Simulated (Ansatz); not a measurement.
**SiC: shifting one sublattice**

Program: Ansatz 0.2.0. Level of theory: DFT PBE, scalar-relativistic, plane waves, PAW. These are calculated values, not measurements.

### Step 1. The structure to begin with

The structure is cubic, space group F-43m (No. 216). Conventional cell: a = 4.348 Å, b = 4.348 Å, c = 4.348 Å, α = 90.00°, β = 90.00°, γ = 90.00°. Si (site symmetry -43m) has 4 C at 1.88 Å as nearest neighbours. C (site symmetry -43m) has 4 Si at 1.88 Å as nearest neighbours.

Structure file:

```cif
data_structure
_symmetry_space_group_name_H-M 'P 1'
_symmetry_Int_Tables_number 1
_cell_length_a 3.0745
_cell_length_b 3.0745
_cell_length_c 3.0745
_cell_angle_alpha 60.000
_cell_angle_beta 60.000
_cell_angle_gamma 60.000
_cell_volume 20.55
loop_
_atom_site_label
_atom_site_type_symbol
_atom_site_fract_x
_atom_site_fract_y
_atom_site_fract_z
_atom_site_occupancy
Si1 Si 0.00000 0.00000 0.00000 1
C1 C 0.75000 0.75000 0.75000 1
```

The cell is taken as given, not relaxed at this level.

### Step 2. Zero of energy

Reference values: F = -887.1535 eV; pressure 4.84 GPa; largest force 0.000 eV/Å; gap on the mesh 1.35 eV. It was computed beforehand with the settings of the runs below.

### Step 3. Setting up shifting one sublattice

Every C atom is moved by x along the Cartesian unit vector (0.000, 0.000, 1.000); the cell and all other atoms stay fixed. Forces below are components along that vector, summed over the moved atoms.

### Step 4. At x = -0.300 Å

Input file input.yaml:

```yaml
crystal:
  lattice:
    - [0.0, 2.174, 2.174]
    - [2.174, 0.0, 2.174]
    - [2.174, 2.174, 0.0]
  atoms:
    - { symbol: Si, position: [0.0, 0.0, 0.0] }
    - { symbol: C, position: [0.6810027599, 0.6810027599, 0.8189972401] }
basis:
  ecutwfc: 420
kpoints:
  mp_grid: { grid: [12, 12, 12] }
hamiltonian:
  xc: pbe
scf:
  occupations: { method: gaussian, width: 0.05 }
output:
  forces: true
  stress: true
  eigenvalues: true
```

**Question.** How long does this run take on 1 thread of an Arm CPU, shared host, and how much memory does it need?

About 3.7 s, with a peak of 0.33 GiB.
